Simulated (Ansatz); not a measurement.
## C: relaxation of cell and atoms with revPBE+D3(BJ)

The system is C.

```
CELL_PARAMETERS angstrom
2.52210 0.00000 0.00000
-1.26105 2.18420 0.00000
0.00000 0.00000 8.23710
ATOMIC_POSITIONS crystal
C 0.66667 0.33333 0.84375
C 0.33333 0.66667 0.34375
C 0.66667 0.33333 0.65625
C 0.33333 0.66667 0.15625
C 0.00000 0.00000 0.90625
C 0.00000 0.00000 0.40625
C 0.00000 0.00000 0.59375
C 0.00000 0.00000 0.09375
```

This is a hexagonal form of diamond, not graphite.

```json
{"Program": "Ansatz 0.2.0", "Task": "relaxation of cell and atoms", "Functional": "revPBE", "Dispersion": "D3(BJ)", "Potentials or basis": "Ansatz PAW", "Cutoff": "420 eV (not typed: the program's choice for these potentials)", "k mesh": "12 × 12 × 4", "Occupations": "fermi-dirac, width 0.05 eV", "Spin": "no spin polarisation"}
```

```json
{"Relaxed volume": "5.62 Å³/atom", "Relaxed cell": "a = 2.506 Å, b = 2.506 Å, c = 8.264 Å, α = 90.00°, β = 90.00°, γ = 120.00°", "Space group after relaxing (to 0.05 Å)": "P6_3/mmc (No. 194)", "Energy gained by relaxing": "3.1 meV/atom", "Ionic steps": "7", "Pressure after relaxing": "0.0 GPa", "Band gap on the k mesh": "4.57 eV"}
```

Step by step:
```tsv
step	energy change (eV)	largest force (eV/Å)	volume (Å³)
1	0.0000	0.3256	45.38
2	-0.0199	0.3546	45.11
3	-0.0254	0.1684	45.01
4	-0.0269	0.0032	44.94
5	-0.0246	0.0041	44.94
6	-0.0247	0.0004	44.93
7	-0.0246	0.0004	44.93
```

Final structure:
```yaml
crystal:
  lattice:
    - [2.50572, 0.00000, 0.00000]
    - [-1.25286, 2.17002, 0.00000]
    - [0.00000, 0.00000, 8.26385]
  atoms:
    - { symbol: C, position: [0.66667, 0.33333, 0.84443] }
    - { symbol: C, position: [0.33333, 0.66667, 0.34443] }
    - { symbol: C, position: [0.66667, 0.33333, 0.65557] }
    - { symbol: C, position: [0.33333, 0.66667, 0.15557] }
    - { symbol: C, position: [0.00000, 0.00000, 0.90702] }
    - { symbol: C, position: [0.00000, 0.00000, 0.40702] }
    - { symbol: C, position: [0.00000, 0.00000, 0.59298] }
    - { symbol: C, position: [0.00000, 0.00000, 0.09298] }
```

Run time: 6.1 s on 4 threads of Arm Neoverse V1 (shared host), peak memory 0.36 GiB.

Caveat: the plane-wave basis is chosen anew once the cell has moved, so the energies of steps on either side of that aren't comparable; the pressure holds a Pulay correction of +0.9 GPa for the finite cutoff; the PAW data sets come from PBE, with cores solved anew for the run's functional, which leaves a small shift of forces and pressure. As with any semilocal functional, this revPBE gap is likely too small.
